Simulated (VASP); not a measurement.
**PtSe2 (Sudovikovite) in VASP: convergence with ENCUT**

The system is PtSe2 (Sudovikovite).

```
Pt Se
1.0
     3.72400    0.00000    0.00000
    -1.86200    3.22508    0.00000
     0.00000    0.00000    5.06200
Pt Se
1 2
Cartesian
  -0.0254 -0.0087 -0.0080
  1.8710 1.1218 3.7947
  -0.0139 2.1546 1.2658
```

The cell isn't the ideal one: atoms moved at random, drawn with an rms of 0.02 Å.

```yaml
Program: VASP 6.6.1
Task: single point
Functional: PBEsol
Potentials_or_basis: VASP PAW PBE potentials, release 64 (Pt, Se)
Cutoff: 200 eV
k_mesh: 6 × 6 × 4
Occupations: gaussian, width 0.02 eV
Spin: no spin polarisation
```

These are the settings of the first run; the series varies ENCUT, with any setting tied to it.

Hardware: 1 thread of AMD EPYC 9R45 96-Core Processor (Zen 5), on a shared host.

Problem. The values tried are 200 eV, 250 eV, 300 eV, 350 eV, 400 eV, 450 eV, 500 eV, 600 eV, 800 eV, loosest first. From which on does the energy stay within 1 meV/atom of the tightest run that finished?

Solution. From 350 eV on.

```csv
ENCUT,"energy less the tightest run, at zero smearing (meV/atom)",largest force (eV/Å),SCF cycles,CPU time (s),peak memory (GiB)
200 eV,27.05,0.656,13,9.4,0.1
250 eV,-2.90,0.673,13,12,0.11
300 eV,-2.33,0.673,13,16,0.13
350 eV,0.38,0.674,13,16,0.14
400 eV,0.37,0.675,13,20,0.15
450 eV,0.10,0.675,13,28,0.18
500 eV,0.03,0.675,13,30,0.2
600 eV,-0.01,0.675,13,34,0.22
800 eV,0.00,0.675,13,58,0.31
```

Against the tightest run, the largest force stays within 0.005 eV/Å from 250 eV on. The tightest run that finished is the yardstick and may itself not be fully converged.

Caveat, for the tightest run too: the PAW data sets were made with another functional, which shifts forces and pressure a little. The run has no spin-orbit coupling, so splittings on Pt are missing.
